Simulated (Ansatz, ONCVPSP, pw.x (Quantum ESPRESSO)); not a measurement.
## Equation-of-state test of one ONCV potential (Te)

ONCVPSP 4.0.1 input, shortened (lines: element, Z, core and valence counts, functional; n l f; lmax; l rc ep ncon nbas qcut; lloc lpopt rc5 dvloc0; l nproj debl; icmod fcfact rcfact), PBE, scalar-relativistic:

```
  Te 52.00    9    2        4      upf
    1    0    2.00
    2    0    2.00
    2    1    6.00
    3    0    2.00
    3    1    6.00
    3    2   10.00
    4    0    2.00
    4    1    6.00
    4    2   10.00
    5    0    2.00
    5    1    2.00
    2
    0    1.85    0.00    4    7    2.80
    1    2.05    0.00    5    8    4.40
    2    2.25    0.08    4    7    5.00
    4    5    1.85    4.00
    0    2    4.00
    1    2    1.10
    2    2    1.70
    1    0.30    0.00
```

In the d channel the program set the typed energies aside and used 0.050, 1.750 Ha.

Crystal test: sc Te in pw.x 7.5, no spin, 10³ k-points, Fermi–Dirac smearing 0.01 Ry, cutoffs 85/340 Ry. The lattice is a test structure that the element need not adopt, and mesh and smearing are coarse.

pw.x input:

```
&control
  calculation='scf', prefix='x', pseudo_dir='./', outdir='./tmp', tstress=.true., disk_io='none'
/
&system
  ibrav=0, nat=1, ntyp=1, ecutwfc=85, ecutrho=340, nbnd=10,
  occupations='smearing', smearing='fd', degauss=0.01
/
&electrons
  conv_thr=1e-09, mixing_beta=0.4, electron_maxstep=70
/
ATOMIC_SPECIES
Te 1.0 Te.UPF
CELL_PARAMETERS angstrom
  3.20519988 0.00000000 0.00000000
  0.00000000 3.20519988 0.00000000
  0.00000000 0.00000000 3.20519988
ATOMIC_POSITIONS crystal
Te 0.0000 0.0000 0.0000
K_POINTS automatic
10 10 10 0 0 0
```

```bash
pw.x < Te.scf.in > Te.scf.out
```

Task: How does the run end?

Result: It converges; the pressure is -0.27 GPa against -0.11 GPa from all-electron LAPW.  The log shows:

```
     number of k points=    56  Fermi-Dirac smearing, width (Ry)=  0.0100
     iteration #  1     ecut=    85.00 Ry     beta= 0.40
     total energy              =     -22.29254214 Ry
     estimated scf accuracy    <       0.24388811 Ry
     iteration #  2     ecut=    85.00 Ry     beta= 0.40
     total energy              =     -22.26673892 Ry
     estimated scf accuracy    <       0.05830461 Ry
     iteration #  3     ecut=    85.00 Ry     beta= 0.40
     total energy              =     -22.27486863 Ry
     estimated scf accuracy    <       0.00026102 Ry
     iteration #  4     ecut=    85.00 Ry     beta= 0.40
     total energy              =     -22.27494913 Ry
     estimated scf accuracy    <       0.00022372 Ry
     iteration #  5     ecut=    85.00 Ry     beta= 0.40
     total energy              =     -22.27498171 Ry
     estimated scf accuracy    <       0.00000781 Ry
     iteration #  6     ecut=    85.00 Ry     beta= 0.40
     total energy              =     -22.27498366 Ry
     estimated scf accuracy    <       0.00000027 Ry
     iteration #  7     ecut=    85.00 Ry     beta= 0.40
     total energy              =     -22.27498371 Ry
     estimated scf accuracy    <       0.00000001 Ry
     iteration #  8     ecut=    85.00 Ry     beta= 0.40
     total energy              =     -22.27498371 Ry
     estimated scf accuracy    <          3.8E-09 Ry
     iteration #  9     ecut=    85.00 Ry     beta= 0.40
     the Fermi energy is     6.5065 ev
!    total energy              =     -22.27498371 Ry
     estimated scf accuracy    <          3.5E-11 Ry
     smearing contrib. (-TS)   =      -0.00257294 Ry
     The total energy is F=E-TS. E is the sum of the following terms:
     one-electron contribution =       3.80437761 Ry
     hartree contribution      =       0.89690319 Ry
     xc contribution           =     -10.10997136 Ry
     ewald contribution        =     -16.86372021 Ry
     convergence has been achieved in   9 iterations
          total   stress  (Ry/bohr**3)                   (kbar)     P=       -2.73
     Message from routine punch:
     Nothing written, as per user request (disk_io='none')
```
